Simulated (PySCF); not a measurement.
# Computed NMR parameters against published values

Cartesian coordinates in Å; atom numbers follow the order of the lines, from 1:
```xyz
15

C     1.9818   -0.2620   -0.2365
C     0.8175    0.6420   -0.5832
O     0.9807    1.7171   -1.1279
N    -0.4166    0.1931   -0.2433
C    -1.5745    0.9716   -0.6200
C    -0.6929   -1.0897    0.3531
H     2.8866    0.1917   -0.6314
H     1.8541   -1.2488   -0.6747
H     2.0829   -0.3594    0.8425
H    -2.1986    0.4175   -1.3253
H    -1.2226    1.8871   -1.0912
H    -2.1679    1.2215    0.2622
H    -1.5957   -1.0077    0.9593
H    -0.8607   -1.8582   -0.4101
H     0.1215   -1.4078    0.9989
```

How the numbers were obtained: NMR shieldings at PBE0/pcSseg-1/GIAO, structure optimised with GFN2-xTB, in PySCF 2.14.0 with density-fitted response routines (equivalent nuclei averaged, gas phase, relativity neglected, single conformer).

Reference values: measured (solution, D2O, 298 K; Fulmer et al., Organometallics 2010, 29, 2176).
| atoms | quantity | reference | computed | computed, scaled |
| --- | --- | --- | --- | --- |
| C2 | δ 13C | 174.6 | 169.9 | 163.4 |
| C1 | δ 13C | 21.1 | 23.6 | 20.8 |
| H7/H8/H9 | δ 1H | 2.08 | 2.00 | 1.97 |

Reference values: measured (solution, CD2Cl2, 298 K; Fulmer et al., Organometallics 2010, 29, 2176).
| atoms | quantity | reference | computed | computed, scaled |
| --- | --- | --- | --- | --- |
| C2 | δ 13C | 171.1 | 169.9 | 163.4 |
| C1 | δ 13C | 21.6 | 23.6 | 20.8 |
| H7/H8/H9 | δ 1H | 2.02 | 2.00 | 1.97 |

Computed shifts are σ(ref) − σ with the named reference compound (TMS for H and C) calculated as an isolated molecule at the same level. The measured values may be among those fitted. Shieldings were converted by linear fits to measured shifts (mostly CDCl3, TMS scale, for H and C): 1H: δ = 30.01 − 0.943σ (rms 0.17 ppm, 504 shifts, 0.18 ppm with the 4 outliers that the fit left out); 13C: δ = 179.97 − 0.974σ (rms 2.1 ppm, 958 shifts, 2.3 ppm with the 13 outliers that the fit left out). A few per cent of atoms miss by over 2 rms, more outside the fitted compound classes.

(1) How far are the unscaled 13C shifts from the references?

(2) How far are the unscaled 1H shifts from the references?

Results:

(1) Mean signed difference -0.35 ppm, mean absolute 2.60 ppm over 4 comparisons; the largest is -4.7 ppm at C2 (amide carbonyl carbon).

(2) Mean signed difference -0.05 ppm, mean absolute 0.05 ppm over 2 comparisons; the largest is -0.08 ppm at H7/H8/H9 (hydrogen on a methyl carbon α to a carbonyl).

6 of the 39 published NMR values on file for this molecule are compared. The rest: values from further sources, protons in aromatic solvents, values whose atom or origin is in doubt.
